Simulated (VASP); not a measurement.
Given:

```
CELL_PARAMETERS angstrom
      6.13520     0.00000     0.00000
      0.00000     6.13520     0.00000
      0.00000     0.00000     6.13520
ATOMIC_POSITIONS crystal
  Cs 0.50000 0.50000 0.50000
  Pb 0.00000 0.00000 0.00000
  I  0.00000 0.00000 0.50000
  I  0.50000 0.00000 0.00000
  I  0.00000 0.50000 0.00000
```

Calculation: PBE GGA, VASP's PBE PAW potentials (set 64) (plane waves; VASP). Numerical set-up: 300 eV cut-off, 6×6×6 Γ-centred mesh, Gaussian smearing of 0.010 eV, potentials Cs_sv Pb_d I.

At this cut-off the stress carries a Pulay error, which pulls relaxed volumes low.

Give the stress tensor in GPa (positive for a compressed cell).

```
2.37  0.00  0.00
0.00  2.37  0.00
0.00  0.00  2.37
```
The pressure is its mean diagonal, 2.37 GPa.

The structure comes from a computed database's CsPbI3 entry; how it stands against other phases isn't given here. The cell was not relaxed at this level.
